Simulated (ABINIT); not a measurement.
SnTe:

```
Te Sn
1.0
     0.00000    3.15085    3.15085
     3.15085    0.00000    3.15085
     3.15085    3.15085    0.00000
Te Sn
1 1
Direct
  0.50000 0.50000 0.50000
  0.00000 0.00000 0.00000
```

Base run:

- Program: ABINIT 10.8.3 (patched build)
- Functional: PBEsol
- Potentials or basis: PseudoDojo NC SR PBEsol v0.4.1 standard
- Cutoff: 1088 eV
- k mesh: 5 × 5 × 5
- Occupations: fermi-dirac, width 0.05 eV
- Spin: no spin polarisation

Its results: pressure -0.3 GPa.

Q: After a change of settings the same cell gave: pressure -0.7 GPa. Which change was it?
A. cutoff from 1088 eV to 925 eV
B. functional from PBEsol to PBE; potentials or basis from PseudoDojo NC SR PBEsol v0.4.1 standard to PseudoDojo NC SR PBE v0.4.1 standard
C. functional from PBEsol to PBE; potentials or basis from PseudoDojo NC SR PBEsol v0.4.1 standard to PseudoDojo NC SR PBE v0.4.1 standard; cutoff from 1088 eV to 925 eV
D. functional from PBEsol to LDA; potentials or basis from PseudoDojo NC SR PBEsol v0.4.1 standard to PseudoDojo NC SR LDA v0.4.1 standard; cutoff from 1088 eV to 925 eV

A: A.

Caveats: the cutoff is short for stress, so the pressure is rough (some runs).
